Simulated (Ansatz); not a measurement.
One structure, 3 elements: VN, NbN, TaN

Plane-wave DFT in Ansatz with scalar-relativistic PAW potentials, cutoff 420 eV, Γ-centred meshes chosen by cell and gap, Gaussian smearing with energies taken to zero width. Every cell was relaxed (cell and atoms) in a run of its own, within the symmetry of its start. Functional: PBE.

All members share space group Fm-3m and the same sites; only the element on one set of sites changes (V, Nb, Ta). Members needn't be the stable form of their composition. Energies over the elements, where given, are against the elements' standard states in the same functional (H₂, N₂, O₂ and halogens uncorrected, Hg as a solid). The first member:

Space group Fm-3m (No. 225). a = 4.117 Å, b = 4.117 Å, c = 4.117 Å, α = 90.00°, β = 90.00°, γ = 90.00°
| atom | site | symmetry | x | y | z |
| --- | --- | --- | --- | --- | --- |
| V | 4a | m-3m | 0.0000 | 0.0000 | 0.0000 |
| N | 4b | m-3m | 0.5000 | 0.0000 | 0.0000 |

| compound | V (Å³/atom) | a (Å) | energy over elements (eV/atom) |
| --- | --- | --- | --- |
| VN | 8.72 | 4.117 | -0.965 |
| TaN | 10.77 | 4.417 | -0.825 |

Predict the member with Nb.

V (Å³/atom) 10.81, a (Å) 4.422, energy over elements (eV/atom) -0.955. Interpolating linearly in period between V and Ta would give 9.75 Å³/atom (9.8 % too small), with -0.895 eV/atom over the elements. Over the whole series the volume has no steady trend down the group (least for V); all are metallic on the mesh; binding against the elements weakens. Ta is no larger than Nb here (10.77 against 10.81 Å³/atom), as one expects from the lanthanide contraction and relativistic shrinking of 6s.

Spin-orbit coupling is left out, which matters for the bands of heavy elements. Moments started parallel, and an antiferromagnetic order may lie lower.